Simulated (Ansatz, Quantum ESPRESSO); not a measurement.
## SiC and the effect of the pressure

The cell as given:

```xyz
4
Lattice="3.0760 0.0000 0.0000 -1.5380 2.6639 0.0000 0.0000 0.0000 5.0480" Properties=species:S:1:pos:R:3 pbc="T T T"
Si    1.5380    0.8880    2.5240
Si    0.0000    1.7759    0.0000
C     1.5380    0.8880    4.4675
C     0.0000    1.7759    1.9435
```

Kept alike: task relaxation of cell and atoms; functional PBEsol; k mesh 10 × 10 × 5; occupations fermi-dirac, width 0.05 eV; no spin polarisation. Program: Ansatz, all-electron LAPW, scalar-relativistic. The mesh is that of the run's cell of 4 atoms. No spin-orbit coupling.

| pressure, P (GPa) | volume (Å³/atom) | first edge of the run's cell (Å) | third edge of the run's cell (Å) |
| --- | --- | --- | --- |
| 0 | 10.337 | 3.076 | 5.047 |
| 5 | 10.117 | 3.054 | 5.011 |
| 10 | 9.917 | 3.034 | 4.977 |
| 20 | 9.566 | 2.998 | 4.916 |
| 30 | 9.266 | 2.966 | 4.863 |

The relaxations keep at least the cell's symmetry (P6_3mc). The runs follow the start's structure, whether or not it is the stable one at these pressures. P is the pressure aimed at, which the runs meet within some hundredths to tenths of a GPa.

The volume falls from 10.337 to 9.266 Å³/atom between 0 and 30 GPa. The volume falls ever more slowly, since the solid stiffens under load. At the pressures aimed at, which the runs meet within some tenths of a GPa, the step from 0 to 5 GPa gives a mean bulk modulus near 232 GPa, the last step 314 GPa. A twin series (Quantum ESPRESSO, SSSP 1.3 efficiency PBE) moves it by -1.0711 between 0 and 30, against -1.0710 Å³/atom here. The first edge of the run's cell falls from 3.076 to 2.966 Å between 0 and 30 GPa. A twin series (Quantum ESPRESSO, SSSP 1.3 efficiency PBE) moves it by -0.1089 between 0 and 30, against -0.1091 Å here. The third edge of the run's cell falls from 5.047 to 4.863 Å between 0 and 30 GPa. A twin series (Quantum ESPRESSO, SSSP 1.3 efficiency PBE) moves it by -0.1837 between 0 and 30, against -0.1840 Å here.
